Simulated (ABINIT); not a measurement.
TaN: equation of state with LDA

TaN:

```
Ta N
1.0
     0.00000    2.21132    2.21132
     2.21132    0.00000    2.21132
     2.21132    2.21132    0.00000
Ta N
1 1
Direct
  0.50000 0.50000 0.50000
  0.00000 0.00000 0.00000
```

The cell comes from a database or a generator and needn't be the stable form of this composition.

- Program: ABINIT 10.8.3 (patched build)
- Task: equation of state
- Functional: LDA
- Potentials or basis: JTH PAW LDA v2.0
- Cutoff: 844 eV
- k mesh: 10 × 10 × 10
- Occupations: fermi-dirac, width 0.05 eV
- Spin: no spin polarisation
- Fine-grid cutoff: 1442.2 eV

```yaml
Equilibrium_volume: 10.25 Å³/atom
Bulk_modulus: 376 GPa
Pressure_derivative_of_the_bulk_modulus: 4.5
```

Energy against volume, from the lowest point:
```tsv
volume (Å³/atom)	energy (meV/atom)
10.164	0.00
10.381	0.92
10.597	11.85
10.813	31.74
11.030	59.57
11.246	94.50
11.462	135.78
```

Run time: 2 min on 1 thread of Arm Neoverse V2 (shared host), peak memory 0.15 GiB.

Caveat: pressures at fixed basis lie under the slope of the energies; the highest band is partly filled, so the run has too few bands. The run has no spin-orbit coupling, so splittings on Ta are missing.
